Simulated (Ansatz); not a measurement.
Crystal: Ti3Al.

```xyz
4
Lattice="2.9275 0.0000 0.0000 -1.4638 2.5353 0.0000 0.0000 0.0000 9.2264" Properties=species:S:1:pos:R:3 pbc="T T T"
Ti    0.0000    1.6902    2.3011
Ti    0.0000    1.6902    6.9253
Ti    1.4638    0.8451    0.0000
Al    1.4638    0.8451    4.6132
```

The cell comes from a database or a generator and needn't be the stable form of this composition.

| Quantity | Value |
| --- | --- |
| Program | Ansatz 0.2.0 |
| Task | relaxation of cell and atoms |
| Functional | PBEsol |
| Dispersion | D4 |
| Potentials or basis | Ansatz PAW |
| Cutoff | 420 eV (not typed: the program's choice for these potentials) |
| k mesh | 10 × 10 × 3 |
| Occupations | fermi-dirac, width 0.05 eV |
| Spin | no spin polarisation |

At the start: volume 17.12 Å³/atom.

Problem. How do energy, volume and symmetry change on relaxing?

Solution. It ends after 4 steps and the volume is 16.41 Å³/atom (-4.1 %); space group P-6m2 (No. 187, to 0.05 Å).

The path:
| step | energy change (eV) | largest force (eV/Å) | volume (Å³) |
| --- | --- | --- | --- |
| 1 | 0.0000 | 0.0768 | 68.48 |
| 2 | -0.0432 | 0.0133 | 65.82 |
| 3 | -0.0434 | 0.0006 | 65.65 |
| 4 | -0.0431 | 0.0006 | 65.65 |

Final structure:
```yaml
crystal:
  lattice:
    - [2.88374, 0.00000, 0.00000]
    - [-1.44187, 2.49739, 0.00000]
    - [0.00000, 0.00000, 9.11597]
  atoms:
    - { symbol: Ti, position: [0.33333, 0.66667, 0.24883] }
    - { symbol: Ti, position: [0.33333, 0.66667, 0.75117] }
    - { symbol: Ti, position: [0.66667, 0.33333, 0.00000] }
    - { symbol: Al, position: [0.66667, 0.33333, 0.50000] }
```

Caveat: the plane-wave basis is chosen anew once the cell has moved, so the energies of steps on either side of that aren't comparable; pairwise dispersion overbinds metals, which lowers pressure and volume; the PAW data sets come from PBE, with cores solved anew for the run's functional, which leaves a small shift of forces and pressure.
